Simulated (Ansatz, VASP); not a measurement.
# BiTe in VASP and in Ansatz

```
Bi Te
1.0
     2.42271    1.39875    3.31729
    -2.42271    1.39875    3.31729
     0.00000   -2.79750    3.31729
Bi Te
1 1
Direct
  0.50000 0.50000 0.50000
  0.00000 0.00000 0.00000
```

The cell comes from a database or a generator and needn't be the stable form of this composition.

Alike in both runs: functional RPBE; k mesh 7 × 7 × 7; occupations fermi-dirac, width 0.05 eV; no spin polarisation.

|  | VASP | Ansatz |
| --- | --- | --- |
| version | VASP 6.6.1 | Ansatz 0.2.0 |
| potentials or method | VASP PAW PBE potentials, release 64 (Bi_d, Te) | Ansatz PAW |
| plane-wave cutoff (eV) | 520 | 420 |
| valence electrons in the cell | 21 | 31 |
| task | single point | band structure |

```tsv
	VASP	Ansatz	Ansatz less VASP
gap on the k mesh at the Fermi level (eV)	none	none	-
pressure (GPa)	1.4	1.5	+0.06
largest component of the traceless stress (GPa)	0.15	0.15	-0.001
```

A gap of «none» marks a metal or a gap that the smearing closes. The two sets of potentials don't hold the same shells in valence.

Caveats: spin-orbit coupling is left out, which moves the levels of the heavy elements; the PAW data sets were made with another functional, which shifts forces and pressure a little (VASP); the PAW data sets come from PBE, with cores solved anew for the run's functional, which leaves a small shift of forces and pressure (Ansatz).
